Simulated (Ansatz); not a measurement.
ZrS2:

```
Zr S
1.0
     3.69138    0.00000    0.00000
    -1.84569    3.19683    0.00000
     0.00000    0.00000    6.04108
Zr S
1 2
Direct
  0.00000 0.00000 0.00000
  0.33333 0.66667 0.23791
  0.66667 0.33333 0.76209
```

The cell is a database's computed one.

```yaml
Program: Ansatz 0.2.0
Task: relaxation of cell and atoms
Functional: PBE
Potentials_or_basis: Ansatz PAW
Cutoff: "420 eV (not typed: the program's choice for these potentials)"
k_mesh: 8 × 8 × 5
Occupations: fermi-dirac, width 0.05 eV
Spin: no spin polarisation
```

At the start: volume 23.76 Å³/atom.

Task: Where does the relaxation end?

Result: It ends after 10 steps and the volume is 26.50 Å³/atom (+11.5 %); space group P-3m1 (No. 164, to 0.05 Å).

The path:
```tsv
step	energy change (eV)	largest force (eV/Å)	volume (Å³)
1	0.0000	0.0445	71.29
2	-0.0073	0.0495	72.70
3	-0.0130	0.0585	75.90
4	-0.0144	0.0227	76.80
5	-0.0147	0.0011	77.77
6	-0.0147	0.0021	78.22
7	-0.0160	0.0016	78.22
8	-0.0161	0.0022	79.05
9	-0.0161	0.0010	79.50
10	-0.0162	0.0009	79.50
```

Final structure:
```xyz
3
Lattice="3.6860 0.0000 0.0000 -1.8430 3.1922 0.0000 0.0000 0.0000 6.7567" Properties=species:S:1:pos:R:3 pbc="T T T"
Zr    0.0000    0.0000    0.0000
S     0.0000    2.1281    1.4478
S     1.8430    1.0641    5.3089
```

Caveat: the plane-wave basis is chosen anew once the cell has moved, so the energies of steps on either side of that aren't comparable; this functional lacks dispersion, which binds the layers, so the pressure and a relaxed spacing across them are unreliable.
